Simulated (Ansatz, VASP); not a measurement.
# GaN in VASP and in Ansatz

```
Ga N
1.0
    -0.01844    2.24895    2.24895
     2.24895   -0.01844    2.24895
     2.23051    2.23051    0.00000
Ga N
1 1
Direct
  0.99881 0.99881 0.00119
  0.25119 0.25119 0.24881
```

Change from the starting cell: shear_xy strain -1.6%.

Alike in both runs: task single point; functional r2SCAN; k mesh 10 × 10 × 10; no spin polarisation.

```csv
,VASP,Ansatz
version,VASP 6.6.1,Ansatz 0.2.0
potentials or method,"VASP PAW PBE potentials, release 64 (Ga_d, N)","plane waves, PAW"
plane-wave cutoff (eV),520,500
occupations,"gaussian, width 0.01 eV",fixed
valence electrons in the cell,18,18
```

VASP gave:

| Quantity | Value |
| --- | --- |
| gap on the k mesh at the Fermi level (eV) | 2.10 |
| pressure (GPa) | 1.1 |
| largest component of the traceless stress (GPa) | 2.65 |
| rms of the force components (eV/Å) | 0.003 |

Task: Which values does Ansatz return?

Result: gap on the k mesh at the Fermi level (eV): 2.11; pressure (GPa): 0.0; largest component of the traceless stress (GPa): 2.65; rms of the force components (eV/Å): 0.001.

Atom by atom the forces differ by 0.003 eV/Å (rms over components).

Caveats: the PAW data sets were made with another functional, which shifts forces and pressure a little (VASP).
